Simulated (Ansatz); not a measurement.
A plane-wave DFT run in Ansatz 0.2.0 (scalar-relativistic PAW potentials unless the input names others): input and command.

```yaml
crystal:
  lattice:
    - [6.5743349923, -1.8551156368, 0.0144358852]
    - [6.5743349923, 1.8551156368, 0.0144358852]
    - [-0.6970718357, 0.0, 6.1315842783]
  atoms:
    - { symbol: Si, position: [0.0518490046, 0.0518490046, 0.8673560612], spin: 2.0 }
    - { symbol: Si, position: [0.9481509954, 0.9481509954, 0.1326439388] }
    - { symbol: Si, position: [0.5575050999, 0.5575050999, 0.6521708129] }
    - { symbol: Si, position: [0.4424949001, 0.4424949001, 0.3478291871] }
    - { symbol: Si, position: [0.2100028481, 0.2100028481, 0.0563167764] }
    - { symbol: Si, position: [0.7899971519, 0.7899971519, 0.9436832236] }
    - { symbol: Si, position: [0.728310952, 0.728310952, 0.5874720833] }
    - { symbol: Si, position: [0.271689048, 0.271689048, 0.4125279167] }
basis:
  ecutwfc: 420
kpoints:
  mp_grid: { grid: [10, 10, 6] }
hamiltonian:
  xc: pbe
scf:
  occupations: { method: gaussian, width: 0.01 }
  max_iter: 60
output:
  forces: true
  eigenvalues: true
  stress: true
```

```bash
ansatz run input.yaml --threads 2 --pin off --max-ram 5120MiB --backend cpu --events-out ev --progress --plain --runs-dir out
```

Task: Will this input run?

Result: The program refuses it, because of a moment without spin polarisation (crystal.atoms[0].spin: not typed → 2.0). Without that key it is accepted.

Abridged log:
```
Error: inconsistent input (magnetization.spin_polarized): false but per-atom `spin:`, `per_species`, `initial_magnetization`, `magnetic_field`, or `spin_locking` is set
```